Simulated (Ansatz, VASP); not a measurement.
**One calculation of Mg, two programs**

File INCAR:

```
  PREC = Accurate
  ENCUT = 520
  EDIFF = 1E-6
  ISMEAR = 0
  SIGMA = 0.1
  LREAL = False
  LASPH = True
  NELM = 100
  ALGO = Normal
  ISIF = 2
  LWAVE = False
  LCHARG = False
  LDIPOL = True
  IDIPOL = 3
  DIPOL = 0.5 0.5 0.500
  GGA = PS
  NBANDS = 13
```

KPOINTS

```
regular mesh
0
Gamma
  12 12 1
```

POSCAR

```
Mg
1.0
    3.1881999953      0.0000000000      0.0000000000
   -1.5940999977      2.7610621883      0.0000000000
    0.0000000000      0.0000000000     25.2169317571
Mg
5
Direct
    0.3333333333      0.6666666667      0.2974192131
    0.6666666667      0.3333333333      0.3987096066
    0.3333333333      0.6666666667      0.5000000000
    0.6666666667      0.3333333333      0.6012903934
    0.3333333333      0.6666666667      0.7025807869
```

Input for Ansatz:

```yaml
crystal:
  lattice:
    - [3.1881999953, 0.0, 0.0]
    - [-1.5940999977, 2.7610621883, 0.0]
    - [0.0, 0.0, 25.2169317571]
  atoms:
    - { symbol: Mg, position: [0.3333333333, 0.6666666667, 0.2974192131] }
    - { symbol: Mg, position: [0.6666666667, 0.3333333333, 0.3987096066] }
    - { symbol: Mg, position: [0.3333333333, 0.6666666667, 0.5] }
    - { symbol: Mg, position: [0.6666666667, 0.3333333333, 0.6012903934] }
    - { symbol: Mg, position: [0.3333333333, 0.6666666667, 0.7025807869] }
basis:
  ecutwfc: 420
kpoints:
  mp_grid: { grid: [12, 12, 1] }
hamiltonian:
  xc: pbesol
scf:
  occupations: { method: gaussian, width: 0.1 }
output:
  forces: true
  stress: true
  eigenvalues: true
efield:
  axis: 3
  dipole_correction: true
```

Alike in both runs: task single point; functional PBEsol; k mesh 12 × 12 × 1; occupations gaussian, width 0.1 eV; no spin polarisation.

```csv
,VASP,Ansatz
version,VASP 6.6.1,Ansatz 0.2.0
potentials or method,"VASP PAW PBE potentials, release 64 (Mg)","scalar-relativistic, plane waves, PAW"
plane-wave cutoff (eV),520,420
valence electrons in the cell,10,50
```

```csv
,VASP,Ansatz,Ansatz less VASP
gap on the k mesh at the Fermi level (eV),none,none,-
rms of the force components (eV/Å),0.041,0.042,+0.0007
```

Atom by atom the forces differ by 0.001 eV/Å (rms over components). A gap of «none» marks a metal or a gap that the smearing closes. With one functional, cell and mesh, what is left measures potentials, basis and numerics. The two sets of potentials don't hold the same shells in valence.

Caveats: the PAW data sets were made with another functional, which shifts forces and pressure a little (VASP).
